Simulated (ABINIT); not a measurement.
# TiO2 (C2/m) in ABINIT: reference runs

Aim: a first look at TiO2 with PBE, on the cell as given.

Everything below comes from runs of ABINIT 10.8.3 (patched build). Logs are shortened: lines on timing, memory, paths and dates and some standing lists are left out, and cuts for length are marked. The log counts tension as positive stress, the text compression.

### Step 1. Starting point

The structure is monoclinic, space group C2/m (No. 12). Conventional cell: a = 12.307 Å, b = 3.767 Å, c = 6.616 Å, α = 90.00°, β = 106.95°, γ = 90.00°. Around Ti (site symmetry m) lie 4 O at 1.86 to 1.94 Å. Around Ti (site symmetry m) lie 5 O at 1.78 to 2.03 Å. Around O (site symmetry m) lie 3 Ti at 1.94 to 2.03 Å. O (site symmetry m) is surrounded by 3 Ti at 1.96 to 2.16 Å. O (site symmetry m) has 2 Ti at 1.78 to 1.87 Å as nearest neighbours. Around O (site symmetry m) lie 2 Ti at 1.86 to 1.93 Å.

The cell comes from a database or a generator and needn't be the stable form of this composition.

### Step 2. Single point, PBE

run.abi reads:

```
pp_dirpath "./"
pseudos "Ti.GGA_PBE-JTH.xml, O.GGA_PBE-JTH.xml"

acell 6.4353683548 6.4353683548 6.6162121517 Angstrom
rprim
     0.9562121162    -0.2926745442     0.0000000000
     0.9562121162     0.2926745442     0.0000000000
    -0.2914546970     0.0000000000     0.9565846327
ntypat 2
znucl 22 8
natom 12
typat 1 1 1 1 2 2 2 2 2 2 2 2
xcart
    10.5188656581     0.0000000000     1.8328814639
     1.8562292785     0.0000000000     1.7959202973
    -0.1400373797     0.0000000000     4.4960854074
     8.5225989999     0.0000000000     4.5330465740
     3.8885755991     0.0000000000     1.8568998931
     1.9845608631     0.0000000000     4.1296508835
     8.7533771313     0.0000000000     6.2991637663
     8.3942674153     0.0000000000     2.1993159878
    10.3741152171     0.0000000000     3.9873820372
     1.6254511471     0.0000000000     0.0298031050
     6.4902526793     0.0000000000     4.4720669782
     0.0047130613     0.0000000000     2.3415848341 Angstrom
chkprim 0
chksymtnons 0
tolsym 1.0e-6

ecut 23.0
pawecutdg 45.0
pawxcdev 0
pawovlp 30

kptopt 1
ngkpt 8 8 4
nshiftk 1
shiftk 0.0 0.0 0.0

ixc 11

nband 58
occopt 3
tsmear 0.00183747

nstep 100
tolvrs 1.0e-9

iomode 3
prtwf 0
prtden 0
prteig 0
prtebands 0
enunit 2
```

Potentials or basis: JTH PAW PBE v2.0.

Run with:

```console
$ abinit run.abi > log 2>&1
```

run.abo:

```text
.Version 10.8.3 of ABINIT
 Symmetries : space group C2/m (# 12); Bravais mC (1-face-center monocl.)
================================================================================
 Values of the parameters that define the memory need of the present run
     intxc =       0    ionmov =       0      iscf =      17    lmnmax =      18
     lnmax =       6     mgfft =      54  mpssoang =       3    mqgrid =    3612
     natom =      12  nloc_mem =       2    nspden =       1   nspinor =       1
    nsppol =       1      nsym =       4    n1xccc =       1    ntypat =       2
    occopt =       3   xclevel =       2
       mpw =        5251          nfft =      157464          nkpt =          78
 PAW method is used; the additional fine FFT grid is defined by:
   mgfftf=        80    nfftf =    450000
================================================================================
================================================================================

--------------------------------------------------------------------------------
------------- Echo of variables that govern the present computation ------------
--------------------------------------------------------------------------------
 -outvars: echo values of preprocessed input variables --------
            acell      1.2161083710E+01  1.2161083710E+01  1.2502828958E+01 Bohr
              amu      4.78800000E+01  1.59994000E+01
          chkprim           0
      chksymtnons           0
             ecut      2.30000000E+01 Hartree
           enunit           2
                       outvar_i_n : Printing only first  50 k-points.
              ixc          11
                       outvar_i_n : Printing only first  50 k-points.
         kptrlatt        8    0    0      0    8    0      0    0    4
          kptrlen      5.00113158E+01
            natom          12
            nband          58
            ngfft          54      54      54
          ngfftdg          75      75      80
             nkpt          78
            nstep         100
             nsym           4
           ntypat           2
                       prtocc : prtvol=0, do not print more k-points.
           occopt           3
        pawecutdg      4.50000000E+01 Hartree
          pawovlp      3.0000000000E+01
         pawxcdev           0
           prtden           0
        prtebands           0
           prteig           0
            prtwf           0
            rprim      9.5621211620E-01 -2.9267454420E-01  0.0000000000E+00
                       9.5621211620E-01  2.9267454420E-01  0.0000000000E+00
                      -2.9145469700E-01  0.0000000000E+00  9.5658463270E-01
          spgroup          12
           tolsym      1.00000000E-06
           tolvrs      1.00000000E-09
           tsmear      1.83747000E-03 Hartree
            typat      1  1  1  1  2  2  2  2  2  2  2  2
           useylm           1
                       outvars : Printing only first  50 k-points.
           xangst      1.0518865658E+01  4.1703736641E-17  1.8328814639E+00
                       1.8562292785E+00  1.9064163941E-17  1.7959202973E+00
                      -1.4003737970E-01 -2.6094445569E-18  4.4960854074E+00
                       8.5225989999E+00  9.8201760330E-17  4.5330465740E+00
                       3.8885755991E+00  9.3157139279E-18  1.8568998931E+00
                       1.9845608631E+00 -1.8531446177E-17  4.1296508835E+00
                       8.7533771313E+00  8.4412680178E-17  6.2991637663E+00
                       8.3942674153E+00  8.3520618077E-17  2.1993159878E+00
                       1.0374115217E+01 -1.0615090684E-16  3.9873820372E+00
                       1.6254511471E+00 -6.4760683714E-18  2.9803105000E-02
                       6.4902526793E+00  5.5673457971E-17  4.4720669782E+00
                       4.7130613000E-03  4.5992416985E-18  2.3415848341E+00
            xcart      1.9877775249E+01  7.8808640678E-17  3.4636439880E+00
                       3.5077649633E+00  3.6026048667E-17  3.3937975059E+00
                      -2.6463229502E-01 -4.9311355533E-18  8.4963700587E+00
                       1.6105377991E+01  1.8557443211E-16  8.5662165408E+00
                       7.3483429022E+00  1.7604147991E-17  3.5090322412E+00
                       3.7502765115E+00 -3.5019357992E-17  7.8039091654E+00
                       1.6541485455E+01  1.5951684709E-16  1.1903694341E+01
                       1.5862866443E+01  1.5783109403E-16  4.1561048813E+00
                       1.9604236559E+01 -2.0059614195E-16  7.5350600097E+00
                       3.0716574991E+00 -1.2237995595E-17  5.6319706152E-02
                       1.2264800052E+01  1.0520758805E-16  8.4509818055E+00
                       8.9063950716E-03  8.6913071971E-18  4.4249540370E+00
             xred      9.0007100001E-01  9.0007100001E-01  2.8960200002E-01
                       1.9528600001E-01  1.9528600001E-01  2.8376200001E-01
                       9.9929000012E-02  9.9929000012E-02  7.1039800003E-01
                       8.0471400002E-01  8.0471400002E-01  7.1623800004E-01
                       3.6193100001E-01  3.6193100001E-01  2.9339700001E-01
                       2.6348850001E-01  2.6348850001E-01  6.5250000003E-01
                       8.6718850003E-01  8.6718850003E-01  9.9529100005E-01
                       7.3651150002E-01  7.3651150002E-01  3.4750000002E-01
                       9.4164750002E-01  9.4164750002E-01  6.3002100003E-01
                       1.3281150000E-01  1.3281150000E-01  4.7090000007E-03
[... 236 lines left out ...]
    5     -0.03663006569803    -0.00000000000000    -0.01125828128285
    6     -0.00293455629602     0.00000000000000     0.03407570167175
    7     -0.04703118645137    -0.00000000000000    -0.01413187920334
    8      0.00293455629602     0.00000000000000    -0.03407570167175
    9      0.00612072134719     0.00000000000000     0.02014179798780
   10      0.04703118645137     0.00000000000000     0.01413187920334
   11      0.03663006569803     0.00000000000000     0.01125828128285
   12     -0.00612072134719     0.00000000000000    -0.02014179798780
 frms,max,avg= 3.8883690E-02 1.2442782E-01   0.000E+00  0.000E+00  0.000E+00 e/A
 length scales= 12.161083709906 12.161083709906 12.502828957616 bohr
              =  6.435368354800  6.435368354800  6.616212151700 angstroms
 Fermi (or HOMO) energy (hartree) =   0.14120   Average Vxc (hartree)=  -0.36749
 Eigenvalues (hartree) for nkpt=  78  k points:
 kpt#   1, nband= 58, wtk=  0.00391, kpt=  0.0000  0.0000  0.0000 (reduced coord)
  -1.97274   -1.97231   -1.96914   -1.96891   -1.10584   -1.10410   -1.10310   -1.10022
  -1.09827   -1.09824   -1.09815   -1.09699   -1.09523   -1.09519   -1.09479   -1.09461
  -0.54896   -0.52340   -0.50921   -0.50332   -0.50184   -0.49837   -0.48948   -0.48632
  -0.06101   -0.05875   -0.05062   -0.04768   -0.03537   -0.02817   -0.02624   -0.02114
  -0.01386   -0.00016    0.01778    0.02031    0.02493    0.04119    0.04206    0.04308
   0.04519    0.04670    0.05793    0.05807    0.06269    0.06319    0.07734    0.08378
   0.19096    0.20354    0.21208    0.21234    0.21380    0.23100    0.24929    0.25491
   0.26013    0.26304
      occupation numbers for kpt#   1
   2.00000    2.00000    2.00000    2.00000    2.00000    2.00000    2.00000    2.00000
   2.00000    2.00000    2.00000    2.00000    2.00000    2.00000    2.00000    2.00000
   2.00000    2.00000    2.00000    2.00000    2.00000    2.00000    2.00000    2.00000
   2.00000    2.00000    2.00000    2.00000    2.00000    2.00000    2.00000    2.00000
   2.00000    2.00000    2.00000    2.00000    2.00000    2.00000    2.00000    2.00000
   2.00000    2.00000    2.00000    2.00000    2.00000    2.00000    2.00000    2.00000
   0.00000    0.00000    0.00000    0.00000    0.00000    0.00000    0.00000    0.00000
   0.00000    0.00000
 prteigrs : prtvol=0 or 1, do not print more k-points.

 Fermi (or HOMO) energy (eV) =   3.84231   Average Vxc (eV)=  -9.99978
 Eigenvalues (   eV  ) for nkpt=  78  k points:
 kpt#   1, nband= 58, wtk=  0.00391, kpt=  0.0000  0.0000  0.0000 (reduced coord)
 -53.68091  -53.66929  -53.58305  -53.57685  -30.09137  -30.04401  -30.01679  -29.93860
 -29.88543  -29.88453  -29.88228  -29.85075  -29.80263  -29.80162  -29.79073  -29.78576
 -14.93783  -14.24254  -13.85636  -13.69598  -13.65587  -13.56131  -13.31939  -13.23331
  -1.66013   -1.59874   -1.37736   -1.29736   -0.96241   -0.76667   -0.71393   -0.57519
  -0.37703   -0.00432    0.48390    0.55255    0.67850    1.12085    1.14464    1.17240
   1.22972    1.27089    1.57635    1.58016    1.70596    1.71940    2.10455    2.27990
   5.19619    5.53870    5.77110    5.77802    5.81767    6.28574    6.78362    6.93652
   7.07854    7.15765
 prteigrs : prtvol=0 or 1, do not print more k-points.

--- !EnergyTerms
iteration_state     : {dtset: 1, }
comment             : Components of total free energy in Hartree
kinetic             :  9.14048366704821E+01
hartree             :  1.12661641849299E+02
xc                  : -3.67308685901690E+01
Ewald energy        : -2.27125614565601E+02
psp_core            :  1.34510606238729E+01
local_psp           : -3.26095938021392E+02
PAW spherical_terms :  7.90777275662622E+00
internal            : -3.64527109276882E+02
'-kT*entropy'       : -6.51884456529910E-15
total_energy        : -3.64527109276882E+02
total_energy_eV     : -9.91928796766417E+03
...

--- !EnergyTermsDC
iteration_state     : {dtset: 1, }
comment             : '"Double-counting" decomposition of free energy'
band_energy         : -4.97531247050786E+01
Ewald energy        : -2.27125614565601E+02
psp_core            :  1.34510606238729E+01
xc_dc               : -1.04053797096453E+02
PAW spherical_terms :  2.95436525886694E+00
internal            : -3.64527110484392E+02
'-kT*entropy'       : -6.51884456529910E-15
total_energy_dc     : -3.64527110484392E+02
total_energy_dc_eV  : -9.91928800052218E+03
...

--- !EnergyTermsWithPAWCore
iteration_state     : {dtset: 1, }
comment             : 'Components of total free energy, including PAW core contributions'
Total energy        : -4.01806409989283E+03
Total energy DC     : -4.01806410110034E+03
Total energy (eV)   : -1.09337094183294E+05
Total energy DC (eV): -1.09337094216152E+05
...

 Cartesian components of stress tensor (hartree/bohr^3)
  sigma(1 1)=  3.02042524E-05  sigma(3 2)=  0.00000000E+00
  sigma(2 2)=  3.01917062E-05  sigma(3 1)=  3.76466883E-07
  sigma(3 3)=  3.05531619E-05  sigma(2 1)=  0.00000000E+00

-Cartesian components of stress tensor (GPa)         [Pressure= -8.9194E-01 GPa]
- sigma(1 1)=  8.88639786E-01  sigma(3 2)=  0.00000000E+00
- sigma(2 2)=  8.88270663E-01  sigma(3 1)=  1.10760381E-02
- sigma(3 3)=  8.98905058E-01  sigma(2 1)=  0.00000000E+00

== END DATASET(S) ==============================================================
================================================================================

 -outvars: echo values of variables after computation  --------
            acell      1.2161083710E+01  1.2161083710E+01  1.2502828958E+01 Bohr
           etotal     -3.6452711048E+02
            fcart      2.7400681065E-04  2.5936520385E-20 -1.0905235044E-03
                      -1.0466036936E-03  1.0670452533E-20 -2.4197357876E-03
                      -2.7400681065E-04 -3.2796951170E-20  1.0905235044E-03
                       1.0466036936E-03  9.0889333931E-20  2.4197357876E-03
                      -7.1234136376E-04 -2.0719098280E-19 -2.1893871304E-04
                      -5.7068033979E-05  3.9321291579E-20  6.6266689227E-04
                      -9.1461095844E-04 -2.2341684629E-19 -2.7482129536E-04
                       5.7068033979E-05  4.8685967729E-20 -6.6266689227E-04
                       1.1902907922E-04  3.9882600413E-20  3.9169560779E-04
                       9.1461095844E-04  8.1283645563E-20  2.7482129536E-04
                       7.1234136376E-04  6.5057782071E-20  2.1893871304E-04
                      -1.1902907922E-04  6.1677186050E-20 -3.9169560779E-04
            rprim      9.5621211620E-01 -2.9267454420E-01  0.0000000000E+00
                       9.5621211620E-01  2.9267454420E-01  0.0000000000E+00
                      -2.9145469700E-01  0.0000000000E+00  9.5658463270E-01
           strten      3.0204252416E-05  3.0191706174E-05  3.0553161897E-05
                       0.0000000000E+00  3.7646688335E-07  0.0000000000E+00
           xangst      1.0518865658E+01  4.1703736641E-17  1.8328814639E+00
                       1.8562292785E+00  1.9064163941E-17  1.7959202973E+00
                      -1.4003737970E-01 -2.6094445569E-18  4.4960854074E+00
                       8.5225989999E+00  9.8201760330E-17  4.5330465740E+00
                       3.8885755991E+00  9.3157139279E-18  1.8568998931E+00
                       1.9845608631E+00 -1.8531446177E-17  4.1296508835E+00
                       8.7533771313E+00  8.4412680178E-17  6.2991637663E+00
                       8.3942674153E+00  8.3520618077E-17  2.1993159878E+00
                       1.0374115217E+01 -1.0615090684E-16  3.9873820372E+00
                       1.6254511471E+00 -6.4760683714E-18  2.9803105000E-02
                       6.4902526793E+00  5.5673457971E-17  4.4720669782E+00
                       4.7130613000E-03  4.5992416985E-18  2.3415848341E+00
             xred      9.0007100001E-01  9.0007100001E-01  2.8960200002E-01
                       1.9528600001E-01  1.9528600001E-01  2.8376200001E-01
                       9.9929000012E-02  9.9929000012E-02  7.1039800003E-01
                       8.0471400002E-01  8.0471400002E-01  7.1623800004E-01
                       3.6193100001E-01  3.6193100001E-01  2.9339700001E-01
                       2.6348850001E-01  2.6348850001E-01  6.5250000003E-01
                       8.6718850003E-01  8.6718850003E-01  9.9529100005E-01
                       7.3651150002E-01  7.3651150002E-01  3.4750000002E-01
                       9.4164750002E-01  9.4164750002E-01  6.3002100003E-01
                       1.3281150000E-01  1.3281150000E-01  4.7090000007E-03
                       6.3806900002E-01  6.3806900002E-01  7.0660300004E-01
                       5.8352500010E-02  5.8352500010E-02  3.6997900002E-01
 Calculation completed.
```

Run time: 31 min. Hardware: 1 thread of AMD EPYC 9R45 (Zen 5), shared host; peak memory 0.76 GiB.

What came out:

- Free energy: -9919.2880 eV
- Pressure: -0.9 GPa
- Largest force: 0.136 eV/Å
- Band gap on the k mesh: 2.74 eV, indirect (least direct gap 2.91 eV)

Forces in eV/Å, atoms in the order of the input:
```
Ti   0.014  0.000 -0.056
Ti  -0.054  0.000 -0.124
Ti  -0.014  0.000  0.056
Ti   0.054  0.000  0.124
O   -0.037  0.000 -0.011
O   -0.003  0.000  0.034
O   -0.047  0.000 -0.014
O    0.003  0.000 -0.034
O    0.006  0.000  0.020
O    0.047  0.000  0.014
O    0.037  0.000  0.011
O   -0.006  0.000 -0.020
```

Levels at points of the mesh, in eV from the valence-band top:
```
           k point  band 46  band 47  band 48  band 49  band 50  band 51
(0.00, 0.00, 0.00)    -0.73    -0.35    -0.17     2.74     3.09     3.32
(0.50, 0.00, 0.00)    -0.47    -0.21    -0.12     3.12     3.17     3.59
(0.50, 0.50, 0.00)    -0.61    -0.38    -0.11     2.88     2.93     3.43
(0.00, 0.00, 0.50)    -0.65    -0.58    -0.43     2.86     3.12     3.28
(0.50, 0.00, 0.50)    -0.51    -0.09    -0.01     3.16     3.21     3.45
(0.50, 0.50, 0.50)    -0.40    -0.21    -0.19     3.00     3.11     3.25
```

Caveat: the atomic spheres overlap. A hybrid or GW would open this gap; PBE tends to underestimate it.
